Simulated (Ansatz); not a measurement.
# Hg (fcc type): the cost of one run

Program: Ansatz 0.2.0. Level of theory: DFT, LDA, PAW with Ansatz's default frozen-core files, scalar-relativistic. These are calculated values, not measurements.

### Step 1. The system as given

Symmetry: Fm-3m, No. 225, cubic system. The conventional cell has a = 4.494 Å, b = 4.494 Å, c = 4.494 Å, α = 90.00°, β = 90.00°, γ = 90.00°. Hg (site symmetry m-3m) has 12 Hg at 3.18 Å as nearest neighbours.

Coordinates:

```xyz
1
Lattice="0.0000 2.2470 2.2470 2.2470 0.0000 2.2470 2.2470 2.2470 0.0000" Properties=species:S:1:pos:R:3 pbc="T T T"
Hg    0.0000    0.0000    0.0000
```

### Step 2. Fcc relaxed, PAW

Input file input.yaml:

```yaml
crystal:
  lattice:
    - [0.0, 2.2470248744, 2.2470248744]
    - [2.2470248744, 0.0, 2.2470248744]
    - [2.2470248744, 2.2470248744, 0.0]
  atoms:
    - { symbol: Hg, position: [0.0, 0.0, 0.0] }
kpoints:
  mp_grid: { grid: [16, 16, 16] }
scf:
  occupations: { method: fermi_dirac, width: 0.05 }
hamiltonian:
  xc: lda
  pseudopotentials: { kind: paw }
output:
  forces: true
  stress: true
relax:
  f_tol: 0.005
  max_steps: 40
  cell: {}
```

Launch:

```console
$ ansatz run input.yaml --threads 1 --pin off --max-ram 3072MiB --backend cpu --events-out ev --progress --plain --runs-dir out
```

What time and memory should one allow on 1 thread of Arm Neoverse V1, shared host?

About 8.6 s, with a peak of 0.31 GiB.
